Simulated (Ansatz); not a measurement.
Runs of Ansatz 0.2.0 on MoS2. The structure is hexagonal, space group P6_3/mmc (No. 194). The conventional cell has a = 3.169 Å, b = 3.169 Å, c = 12.324 Å, α = 90.00°, β = 90.00°, γ = 120.00°. Mo (site symmetry -6m2) has 6 S at 2.41 Å as nearest neighbours. S (site symmetry 3m) has 3 Mo at 2.41 Å as nearest neighbours. 

| task | level | potentials or basis | k mesh | cutoff (eV) | smearing | basis error allowed | gap on the mesh (eV) | pressure (GPa) | largest force (eV/Å) |
| --- | --- | --- | --- | --- | --- | --- | --- | --- | --- |
| single point | PBEsol | all-electron LAPW, scalar-relativistic | 10 × 10 × 3 | 261 | fermi-dirac 0.05 eV | 0.001 eV/atom | 0.89 | -2.9 | 0.31 |
| dielectric tensor | PBEsol | all-electron PAW datasets made for the crystal | 10 × 10 × 3 | 310 | fixed | - | 0.89 | - | - |
| band structure | PBE | all-electron LAPW, scalar-relativistic | 10 × 10 × 3 | 241 | fermi-dirac 0.05 eV | 0.002 eV/atom | (b) | 2.0 | 0.06 |
| band structure | PBEsol | all-electron LAPW, scalar-relativistic | 10 × 10 × 3 | 241 | fermi-dirac 0.05 eV | 0.002 eV/atom | 0.88 | -2.9 | 0.31 |
| band structure | LDA | all-electron LAPW, scalar-relativistic | 10 × 10 × 3 | 241 | fermi-dirac 0.05 eV | 0.002 eV/atom | 0.85 | -5.6 | (a) |
| single point | PBEsol | all-electron LAPW, scalar-relativistic | 6 × 6 × 2 | 241 | fermi-dirac 0.03 eV | 0.002 eV/atom | 0.85 | -2.9 | 0.31 |
| phonons | PBEsol | all-electron LAPW, scalar-relativistic | 10 × 10 × 3 | 258 | fermi-dirac 0.05 eV | 0.002 eV/atom | 0.89 | - | 0.31 |

Alike in all rows: no spin polarisation; cell as given.

Fill in the values left out.

(a) 0.48; (b) 0.93.

Caveats: this functional lacks dispersion, which binds the layers, so the pressure and a relaxed spacing across them are unreliable (some runs); an odd mesh through Γ misses points on the zone boundary, where band edges often lie (some runs).

A k mesh can miss the band edges, and the runs leave out spin-orbit coupling on Mo.

Not every run made on this cell is shown here.
